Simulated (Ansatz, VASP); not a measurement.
## One calculation of KBr, two programs

```
K Br
1.0
     3.96096    0.00000    0.00000
     0.00000    3.96096    0.00000
     0.00000    0.00000    3.96096
K Br
1 1
Direct
  0.00000 0.00000 0.00000
  0.50000 0.50000 0.50000
```

Measurements of this composition are mostly on another form, of space group No. 225.

Alike in both runs: task single point; functional PBE; k mesh 8 × 8 × 8; occupations gaussian, width 0.05 eV; no spin polarisation.

|  | VASP | Ansatz |
| --- | --- | --- |
| version | VASP 6.6.1 | Ansatz 0.2.0 |
| potentials or method | VASP PAW PBE potentials, release 64 (K_sv, Br) | scalar-relativistic, plane waves, PAW |
| plane-wave cutoff (eV) | 520 | 420 |
| valence electrons in the cell | 16 | 16 |

|  | VASP | Ansatz | Ansatz less VASP |
| --- | --- | --- | --- |
| gap on the k mesh at the Fermi level (eV) | 4.06 | 4.06 | +0.001 |
| pressure (GPa) | 1.1 | 1.1 | -0.05 |

A k mesh can miss the band edges. PBE gaps usually lie below the measured ones, often by a third to a half.
